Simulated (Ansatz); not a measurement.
## InSb, one cell by several methods

```yaml
crystal:
  lattice:
    - [0.00000, 3.33627, 3.23910]
    - [3.33627, 0.00000, 3.23910]
    - [3.33627, 3.33627, 0.00000]
  atoms:
    - { symbol: In, position: [0.00000, 0.00000, 0.00000] }
    - { symbol: Sb, position: [0.75000, 0.75000, 0.75000] }
```

Atom numbers follow the list: In1, Sb2.

The cell is COD entry 9008853, as deposited and not checked against the literature; nothing was relaxed. The listed cell was then made from it by scaling, straining or moving an atom.

Spin–orbit coupling is left out, though it moves levels of the heavy atoms by tenths of an eV or more.

All numbers are computed: DFT, PBE, PAW with Ansatz's default frozen-core files, scalar-relativistic (Ansatz 0.2.0); DFT, PBE, all-electron PAW with datasets made for the crystal, scalar-relativistic (Ansatz 0.2.0); DFT, PBE, all-electron LAPW, scalar-relativistic (Ansatz 0.2.0).

For PAW: a Γ-centred 10×10×10 k mesh, Fermi–Dirac smearing of 0.03 eV, cutoff 420 eV, no spin polarisation. The crystal-made all-electron datasets (AE datasets) take a cutoff of 240 eV at this cell. LAPW targets a basis error of 0.25 meV/atom. The Ansatz runs share mesh, smearing and spin set-up. Plane-wave (PAW) pressures include the program's estimate of the Pulay term.

Stress and pressure are positive in compression.

The change that made this cell: x and y strained by +3 %, z held.

Spin–orbit coupling is left out, which moves gradients at and beside heavy atoms by some per cent and at worst by a factor of two.

```
                             quantity    PAW  AE datasets   LAPW
                       pressure (GPa)   0.47         0.48   0.48
                      stress xx (GPa)   0.23         0.24   0.24
                      stress zz (GPa)   0.96         0.96   0.96
                        band gap (eV)  0.133        0.133  0.133
field gradient Vzz at In1 (10²¹ V/m²)   0.91         0.92      –
field gradient Vzz at Sb2 (10²¹ V/m²)  -0.65        -0.63      –
```

PAW's pressure differs from the LAPW value by about 0.01 GPa or less.
